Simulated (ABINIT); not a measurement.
# BaTiO3 (P4mm) in ABINIT: reference runs, part 2 of 2

ABINIT 10.8.3 (patched build).

### Step 3. Single point, PBE (atoms moved at random, drawn with an rms of 0.05 Å)

Contents of run.abi:

```
pp_dirpath "./"
pseudos "Ba.GGA_PBE-JTH.xml, Ti.GGA_PBE-JTH.xml, O.GGA_PBE-JTH.xml"

acell 3*1.0 Angstrom
rprim
     3.9998000000     0.0000000000     0.0000000000
     0.0000000000     3.9998000000     0.0000000000
     0.0000000000     0.0000000000     4.0180000000
ntypat 3
znucl 56 22 8
natom 5
typat 1 2 3 3 3
xcart
    -0.0749125567     0.1162803725    -0.0294225633
     3.7557184664     3.7818709683     3.7462022497
    -0.0278985215     3.7826721721     3.8917661108
     3.8807742882     0.0034844807     3.9606946346
     3.8282576458     3.7266408148     0.1870363877
chkprim 0
chksymtnons 0
tolsym 1.0e-6

ecut 23.0
pawecutdg 45.0
pawxcdev 0

kptopt 1
ngkpt 7 7 7
nshiftk 1
shiftk 0.0 0.0 0.0

ixc 11

nband 24
occopt 3
tsmear 0.05 eV

nstep 100
tolvrs 1.0e-9

iomode 3
prtwf 0
prteig 0
prtebands 0
enunit 2
prtden 1
prtvha 1
prtvclmb 1
prtpot 1
```

Potentials or basis: JTH PAW PBE v2.0.

The run is started by

```console
$ abinit run.abi > log 2>&1
```

run.abo:

```text
.Version 10.8.3 of ABINIT
 Symmetries : space group P1 (#  1); Bravais aP (primitive triclinic)
================================================================================
 Values of the parameters that define the memory need of the present run
     intxc =       0    ionmov =       0      iscf =      17    lmnmax =      18
     lnmax =       6     mgfft =      36  mpssoang =       3    mqgrid =    3001
     natom =       5  nloc_mem =       2    nspden =       1   nspinor =       1
    nsppol =       1      nsym =       1    n1xccc =       1    ntypat =       3
    occopt =       3   xclevel =       2
       mpw =        2303          nfft =       46656          nkpt =         172
 PAW method is used; the additional fine FFT grid is defined by:
   mgfftf=        48    nfftf =    110592
================================================================================
================================================================================

--------------------------------------------------------------------------------
------------- Echo of variables that govern the present computation ------------
--------------------------------------------------------------------------------
 -outvars: echo values of preprocessed input variables --------
            acell      1.8897261259E+00  1.8897261259E+00  1.8897261259E+00 Bohr
              amu      1.37327000E+02  4.78800000E+01  1.59994000E+01
          chkprim           0
      chksymtnons           0
             ecut      2.30000000E+01 Hartree
           enunit           2
                       outvar_i_n : Printing only first  50 k-points.
              ixc          11
                       outvar_i_n : Printing only first  50 k-points.
         kptrlatt        7    0    0      0    7    0      0    0    7
          kptrlen      5.29096859E+01
            natom           5
            nband          24
            ngfft          36      36      36
          ngfftdg          48      48      48
             nkpt         172
            nstep         100
             nsym           1
           ntypat           3
                       prtocc : prtvol=0, do not print more k-points.
           occopt           3
        pawecutdg      4.50000000E+01 Hartree
         pawxcdev           0
        prtebands           0
           prteig           0
           prtpot           1
         prtvclmb           1
           prtvha           1
            prtwf           0
            rprim      3.9998000000E+00  0.0000000000E+00  0.0000000000E+00
                       0.0000000000E+00  3.9998000000E+00  0.0000000000E+00
                       0.0000000000E+00  0.0000000000E+00  4.0180000000E+00
          spgroup           1
           tolsym      1.00000000E-06
           tolvrs      1.00000000E-09
           tsmear      1.83746611E-03 Hartree
            typat      1  2  3  3  3
           useylm           1
                       outvars : Printing only first  50 k-points.
           xangst     -3.9642017789E-02  6.1532923161E-02 -1.5569749974E-02
                       1.9874406216E+00  2.0012799296E+00  1.9824048566E+00
                      -1.4763261786E-02  2.0017039084E+00  2.0594339346E+00
                       2.0536173126E+00  1.8439077770E-03  2.0959093386E+00
                       2.0258267022E+00  1.9720533911E+00  9.8975393913E-02
            xcart     -7.4912556700E-02  1.1628037250E-01 -2.9422563300E-02
                       3.7557184664E+00  3.7818709683E+00  3.7462022497E+00
                      -2.7898521500E-02  3.7826721721E+00  3.8917661108E+00
                       3.8807742882E+00  3.4844807000E-03  3.9606946346E+00
                       3.8282576458E+00  3.7266408148E+00  1.8703638770E-01
             xred     -9.9109999973E-03  1.5383999990E-02 -3.8749999936E-03
[... 171 lines left out ...]
 cartesian forces (hartree/bohr) at end:
    1      0.00565933225836    -0.00829001345493     0.00492940028527
    2     -0.00025855320686     0.00350669356899    -0.00510464073235
    3      0.00873094497460     0.00145289231905     0.00123731645999
    4     -0.00854757202202    -0.00104299708732    -0.00248181349229
    5     -0.00558415200408     0.00437342465420     0.00141973747938
 frms,max,avg= 5.0065103E-03 8.7309450E-03  -1.736E-05 -2.116E-05 -1.708E-06 h/b

 cartesian forces (eV/Angstrom) at end:
    1      0.29101456545760    -0.42628963154837     0.25347995425908
    2     -0.01329534045855     0.18032143344591    -0.26249118035911
    3      0.44896324192056     0.07471072691678     0.06362537053828
    4     -0.43953382557306    -0.05363306663799    -0.12761998095091
    5     -0.28714864134654     0.22489053782366     0.07300583651266
 frms,max,avg= 2.5744511E-01 4.4896324E-01  -8.925E-04 -1.088E-03 -8.783E-05 e/A
 length scales=  1.889726125908  1.889726125908  1.889726125908 bohr
              =  1.000000000000  1.000000000000  1.000000000000 angstroms
 Fermi (or HOMO) energy (hartree) =   0.18692   Average Vxc (hartree)=  -0.41557
 Eigenvalues (hartree) for nkpt= 172  k points:
 kpt#   1, nband= 24, wtk=  0.00292, kpt=  0.0000  0.0000  0.0000 (reduced coord)
  -1.92470   -1.05213   -1.05077   -1.05071   -0.75923   -0.46875   -0.44536   -0.44283
  -0.21451   -0.21408   -0.21392    0.06704    0.06742    0.06852    0.10622    0.10723
   0.11133    0.14087    0.14216    0.14340    0.21992    0.22622    0.22911    0.30151
      occupation numbers for kpt#   1
   2.00000    2.00000    2.00000    2.00000    2.00000    2.00000    2.00000    2.00000
   2.00000    2.00000    2.00000    2.00000    2.00000    2.00000    2.00000    2.00000
   2.00000    2.00000    2.00000    2.00000    0.00000    0.00000    0.00000    0.00000
 prteigrs : prtvol=0 or 1, do not print more k-points.

 Fermi (or HOMO) energy (eV) =   5.08642   Average Vxc (eV)= -11.30834
 Eigenvalues (   eV  ) for nkpt= 172  k points:
 kpt#   1, nband= 24, wtk=  0.00292, kpt=  0.0000  0.0000  0.0000 (reduced coord)
 -52.37371  -28.62983  -28.59289  -28.59126  -20.65964  -12.75522  -12.11880  -12.04988
  -5.83698   -5.82532   -5.82112    1.82430    1.83461    1.86461    2.89047    2.91781
   3.02945    3.83340    3.86826    3.90218    5.98430    6.15577    6.23431    8.20442
 prteigrs : prtvol=0 or 1, do not print more k-points.

--- !EnergyTerms
iteration_state     : {dtset: 1, }
comment             : Components of total free energy in Hartree
kinetic             :  3.97162147994956E+01
hartree             :  2.95149070851953E+01
xc                  : -2.18761954453509E+01
Ewald energy        : -1.03417529438568E+02
psp_core            :  9.30927812571246E+00
local_psp           : -9.03849683559086E+01
PAW spherical_terms :  3.88041399022758E+00
internal            : -1.33257879239196E+02
'-kT*entropy'       : -1.77344578950285E-11
total_energy        : -1.33257879239214E+02
total_energy_eV     : -3.62613162229855E+03
...

--- !EnergyTermsDC
iteration_state     : {dtset: 1, }
comment             : '"Double-counting" decomposition of free energy'
band_energy         : -1.42915498959729E+01
Ewald energy        : -1.03417529438568E+02
psp_core            :  9.30927812571246E+00
xc_dc               : -2.78012040667740E+01
PAW spherical_terms :  2.94312605064873E+00
internal            : -1.33257879224954E+02
'-kT*entropy'       : -1.77344578950285E-11
total_energy_dc     : -1.33257879224971E+02
total_energy_dc_eV  : -3.62613162191098E+03
...

--- !EnergyTermsWithPAWCore
iteration_state     : {dtset: 1, }
comment             : 'Components of total free energy, including PAW core contributions'
Total energy        : -9.21555898550453E+03
Total energy DC     : -9.21555898549029E+03
Total energy (eV)   : -2.50768135027185E+05
Total energy DC (eV): -2.50768135026797E+05
...

 Cartesian components of stress tensor (hartree/bohr^3)
  sigma(1 1)= -1.33563380E-04  sigma(3 2)=  6.42188002E-06
  sigma(2 2)= -1.19092223E-04  sigma(3 1)= -1.59389734E-05
  sigma(3 3)= -1.68995267E-04  sigma(2 1)=  7.42444317E-06

-Cartesian components of stress tensor (GPa)         [Pressure=  4.1351E+00 GPa]
- sigma(1 1)= -3.92957029E+00  sigma(3 2)=  1.88938233E-01
- sigma(2 2)= -3.50381416E+00  sigma(3 1)= -4.68940788E-01
- sigma(3 3)= -4.97201240E+00  sigma(2 1)=  2.18434659E-01

== END DATASET(S) ==============================================================
================================================================================

 -outvars: echo values of variables after computation  --------
            acell      1.8897261259E+00  1.8897261259E+00  1.8897261259E+00 Bohr
           etotal     -1.3325787922E+02
            fcart      5.6593322584E-03 -8.2900134549E-03  4.9294002853E-03
                      -2.5855320686E-04  3.5066935690E-03 -5.1046407323E-03
                       8.7309449746E-03  1.4528923191E-03  1.2373164600E-03
                      -8.5475720220E-03 -1.0429970873E-03 -2.4818134923E-03
                      -5.5841520041E-03  4.3734246542E-03  1.4197374794E-03
            rprim      3.9998000000E+00  0.0000000000E+00  0.0000000000E+00
                       0.0000000000E+00  3.9998000000E+00  0.0000000000E+00
                       0.0000000000E+00  0.0000000000E+00  4.0180000000E+00
           strten     -1.3356337956E-04 -1.1909222257E-04 -1.6899526666E-04
                       6.4218800200E-06 -1.5938973408E-05  7.4244431652E-06
           xangst     -3.9642017789E-02  6.1532923161E-02 -1.5569749974E-02
                       1.9874406216E+00  2.0012799296E+00  1.9824048566E+00
                      -1.4763261786E-02  2.0017039084E+00  2.0594339346E+00
                       2.0536173126E+00  1.8439077770E-03  2.0959093386E+00
                       2.0258267022E+00  1.9720533911E+00  9.8975393913E-02
             xred     -9.9109999973E-03  1.5383999990E-02 -3.8749999936E-03
                       4.9688499966E-01  5.0034499966E-01  4.9338099966E-01
                      -3.6909999964E-03  5.0045099966E-01  5.1255199965E-01
                       5.1342999965E-01  4.6099999425E-04  5.2162999964E-01
                       5.0648199966E-01  4.9303799967E-01  2.4632999978E-02
 Calculation completed.
```

Wall time 8.2 min (1 thread of Arm Neoverse V2, shared host); peak memory 0.38 GiB.

Results:

- Free energy: -3626.1316 eV
- Pressure: 4.1 GPa
- Largest force: 0.575 eV/Å
- Band gap on the k mesh: 1.90 eV, indirect (least direct gap 2.08 eV)

Forces on the atoms (eV/Å):
```
Ba   0.291 -0.426  0.253
Ti  -0.013  0.180 -0.262
O    0.449  0.075  0.064
O   -0.440 -0.054 -0.128
O   -0.287  0.225  0.073
```

Caveat: this set's barium file shifts pressures by 1.5 GPa and gaps by 0.1 eV against other sets; spin-orbit coupling is left out, which moves the levels of the heavy elements; an odd mesh through Γ misses points on the zone boundary, where band edges often lie; the atomic spheres overlap.
